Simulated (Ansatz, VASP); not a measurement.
**Two plane-wave programs on Na**

File INCAR:

```
PREC = Accurate
ENCUT = 520
EDIFF = 1E-7
ISMEAR = -1
SIGMA = 0.05
LREAL = False
LASPH = True
NELM = 100
ALGO = Normal
ISIF = 2
LWAVE = False
LCHARG = False
GGA = PE
NBANDS = 10
```

Contents of KPOINTS:

```
regular mesh
0
Gamma
  10 10 10
```

The input POSCAR:

```
Na
1.0
   -1.8882910800      1.8882910800      2.6372766800
    1.8882910800     -1.8882910800      2.6372766800
    1.8882910800      1.8882910800     -2.6372766800
Na
1
Direct
    0.0000000000      0.0000000000      0.0000000000
```

input.yaml

```yaml
crystal:
  lattice:
    - [-1.88829108, 1.88829108, 2.63727668]
    - [1.88829108, -1.88829108, 2.63727668]
    - [1.88829108, 1.88829108, -2.63727668]
  atoms:
    - { symbol: Na, position: [0.0, 0.0, 0.0] }
hamiltonian:
  xc: pbe
  pseudopotentials: { kind: paw }
kpoints:
  mp_grid: { grid: [10, 10, 10] }
scf:
  occupations: { method: fermi_dirac, width: 0.05 }
output:
  forces: true
  stress: true
  eigenvalues: true
```

This isn't the form of Na at room conditions, which is bcc.

Alike in both runs: task single point; functional PBE; k mesh 10 × 10 × 10; occupations fermi-dirac, width 0.05 eV; no spin polarisation.

|  | VASP | Ansatz |
| --- | --- | --- |
| version | VASP 6.6.1 | Ansatz 0.2.0 |
| potentials or method | VASP PAW PBE potentials, release 64 (Na_pv) | Ansatz PAW |
| plane-wave cutoff (eV) | 520 | 420 |
| valence electrons in the cell | 7 | 9 |

|  | VASP | Ansatz | Ansatz less VASP |
| --- | --- | --- | --- |
| gap on the k mesh at the Fermi level (eV) | none | none | - |
| pressure (GPa) | -0.1 | -0.1 | 0.00 |

A gap of «none» marks a metal or a gap that the smearing closes. The functional is the same, so the differences come from potentials, cutoffs and numerics. The two sets of potentials don't hold the same shells in valence.
